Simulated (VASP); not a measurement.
Computed with exact exchange on PBE orbitals, VASP's PBE PAW potentials (set 64) (plane waves; VASP).

The input files of a VASP run:

### POSCAR
```
InN
1
    0.0000000000     2.4900000000     2.4900000000
    2.4900000000     0.0000000000     2.4900000000
    2.4900000000     2.4900000000     0.0000000000
In N
1 1
Direct
  0.0000000000   0.0000000000   0.0000000000
  0.2500000000   0.2500000000   0.2500000000
```

KPOINTS:
```
Regular mesh
0
G
4 4 4
0 0 0
```

**INCAR**
```
# general
SYSTEM  =InN
PREC    =Normal
ENCUT   =500
LREAL   =.False.
LASPH   =.True.
ISYM    =3

# electronic loop
EDIFF   =1E-8
NELM    =1
ALGO    =Eigenval

# smearing
ISMEAR  =0
SIGMA   =0.01

# functional
GGA     =PE
AGGAC   =0.0
ALDAC   =0.0
LHFCALC =.True.
AEXX    =1.0
PRECFOCK=Normal

# output
LWAVE   =.False.
LCHARG  =.False.
```

POTCAR, in this order: In_d_GW N_GW_new (PBE.64 set). Program: vasp_std. Read from the step before: WAVECAR.

The resulting files:

File OUTCAR:
```
 ion  position               nearest neighbor table
   1  0.000  0.000  0.000-   2 2.16   2 2.16   2 2.16   2 2.16
   2  0.250  0.250  0.250-   1 2.16   1 2.16   1 2.16   1 2.16
  LATTYP: Found a face centered cubic cell.
 ALAT       =     4.9800000000
 Subroutine PRICEL returns:
 Original cell was already a primitive cell.
 Subroutine GETGRP returns: Found 24 space group operations
The static configuration has the point symmetry T_d .
The dynamic configuration has the point symmetry T_d .
 Subroutine INISYM returns: Found 24 space group operations
 Subroutine IBZKPT returns following result:
 Found      8 irreducible k-points:

 Following reciprocal coordinates:
            Coordinates               Weight
  0.000000  0.000000  0.000000      1.000000
  0.250000  0.000000  0.000000      8.000000
  0.500000  0.000000  0.000000      4.000000
  0.250000  0.250000  0.000000      6.000000
  0.500000  0.250000  0.000000     24.000000
 -0.250000  0.250000  0.000000     12.000000
  0.500000  0.500000  0.000000      3.000000
 -0.250000  0.500000  0.250000      6.000000
 Subroutine IBZKPT_HF returns following result:
   k-points           NKPTS =      8   k-points in BZ     NKDIM =     64   number of bands    NBANDS=     13
   number of dos      NEDOS =    301   number of ions     NIONS =      2
   total plane-waves  NPLWV =   8000
   dimension x,y,z NGX =    20 NGY =   20 NGZ =   20
   dimension x,y,z NGXF=    40 NGYF=   40 NGZF=   40
   ions per type =               1   1
   PREC   = normal    normal or accurate (medium, high low for compatibility)
   ISTART =      1    job   : 0-new  1-cont  2-samecut
   ICHARG =      0    charge: 1-file 2-atom 10-const
   ISPIN  =      1    spin polarized calculation?
   LNONCOLLINEAR =      F non collinear calculations
   LSORBIT =      F    spin-orbit coupling
   INIWAV =      1    electr: 0-lowe 1-rand  2-diag
   ENCUT  =  500.0 eV  36.75 Ry    6.06 a.u.   6.42  6.42  6.42*2*pi/ulx,y,z
   NELM   =      1;   NELMIN=  2; NELMDL=  0     # of ELM steps
   EDIFF  = 0.1E-07   stopping-criterion for ELM
   LREAL  =      F    real-space projection
   NLSPLINE    = F    spline interpolate recip. space projectors
   LMAXMIX     =    2 max onsite mixed and CHGCAR
   VOSKOWN=      0    Vosko Wilk Nusair interpolation
   EDIFFG = 0.1E-06   stopping-criterion for IOM
   NSW    =      0    number of steps for IOM
   NBLOCK =      1;   KBLOCK =      1    inner block; outer block
   IBRION =     -1    ionic relax: 0-MD 1-quasi-New 2-CG
   NFREE  =      0    steps in history (QN), initial steepest desc. (CG)
   ISIF   =      0    stress and relaxation
   ISYM   =      3    0-nonsym 1-usesym 2-fastsym
   TEIN   =    0.0    initial temperature
   TEBEG  =    0.0;   TEEND  =   0.0 temperature during run
   SMASS  =  -3.00    Nose mass-parameter (am)
   PSTRESS=    0.0 pullay stress
   NELECT =      18.0000    total number of electrons
   EFERMI =   0.00;   METHOD = LEGACY
   ISMEAR =     0;   SIGMA  =   0.01  broadening in eV -4-tet -1-fermi 0-gaus
   IALGO  =      3    algorithm
   LDIAG  =      T    sub-space diagonalisation (order eigenvalues)
   IMIX   =      1    mixing-type and parameters
     AMIX     =   0.40;   BMIX     =  1.00
     AMIX_MAG =   1.60;   BMIX_MAG =  1.00
     AMIN     =   0.10
   GGA     = PE    functional components
   VOSKOWN =     0    Vosko Wilk Nusair interpolation
   LHFCALC =     T    Hartree Fock is set to
   NKREDX  =     1    reduce k-point grid by
   AEXX    =    1.0000 exact exchange contribution
   HFSCREEN=    0.0000 screening length (either q_TF or 0.3 A-1)
   HFRCUT  =    0.0000 spherical cutoff for potential kernel
   AGGAX   =    0.0000 GGA exchange part
   ALDAC   =    0.0000 LDA correlation
   AGGAC   =    0.0000 GGA correlation
...
```

**OSZICAR**
```
       N       E                     dE             d eps       ncg     rms          rms(c)
EIG:   1    -0.207433967244E+02   -0.20743E+02    0.00000E+00     0   0.000E+00
   1 F= -.20743397E+02 E0= -.20743276E+02  d E =-.241029E-03
```

### OUTCAR
```
------------------------ aborting loop because EDIFF is reached ----------------------------------------
  volume of cell :       30.88
      direct lattice vectors                 reciprocal lattice vectors
     0.000000000  2.490000000  2.490000000    -0.200803213  0.200803213  0.200803213
     2.490000000  0.000000000  2.490000000     0.200803213 -0.200803213  0.200803213
     2.490000000  2.490000000  0.000000000     0.200803213  0.200803213 -0.200803213
 POSITION                                       TOTAL-FORCE (eV/Angst)
 -----------------------------------------------------------------------------------
      0.00000      0.00000      0.00000         0.000000      0.000000      0.000000
      1.24500      1.24500      1.24500        -0.000000     -0.000000     -0.000000
 -----------------------------------------------------------------------------------
    total drift:                                0.000753      0.000891      0.000843
  FREE ENERGIE OF THE ION-ELECTRON SYSTEM (eV)
  ---------------------------------------------------
  free  energy   TOTEN  =       -20.7433967244 eV

  energy  without entropy=      -20.7431556958  energy(sigma->0) =      -20.74327621

  exchange ACFDT corr.  =        -0.03579552  see jH, gK, PRB 81, 115126
```
(Selected blocks of OUTCAR.)

The mesh is coarse, so the correlation energy is not converged in k-points.

The compound is InN in the zinc blende structure, a metastable form; wurtzite is the usual one. The cell was not relaxed at this level. The k-mesh is coarse (spacing up to 0.55 per Å, 2π included), so the numbers may not be converged in it.
